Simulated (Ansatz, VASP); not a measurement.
**Two plane-wave programs on SiC**

```
Si C
1.0
     2.50441    0.00000    0.00000
    -1.25220    2.16888    0.00000
     0.00000    0.00000    3.85166
Si C
1 1
Direct
  0.00000 0.00000 0.00000
  0.00000 0.00000 0.50000
```

Alike in both runs: functional PBE; k mesh 6 × 6 × 4; occupations gaussian, width 0.1 eV; no spin polarisation.

Ansatz relaxed the structure, and its values are those at the end. VASP's run is a single point on that final structure, the one shown.

|  | VASP | Ansatz |
| --- | --- | --- |
| version | VASP 6.6.1 | Ansatz 0.2.0 |
| potentials or method | VASP PAW PBE potentials, release 64 (Si, C) | scalar-relativistic, plane waves, PAW |
| plane-wave cutoff (eV) | 520 | 420 |
| valence electrons in the cell | 8 | 8 |

|  | VASP | Ansatz | Ansatz less VASP |
| --- | --- | --- | --- |
| gap on the k mesh at the Fermi level (eV) | none | none | - |
| pressure (GPa) | 0.1 | 0.1 | +0.05 |

A gap of «none» marks a metal or a gap that the smearing closes.

Caveats: the k mesh is coarse (spacing up to 0.48 Å⁻¹), so the values aren't converged.
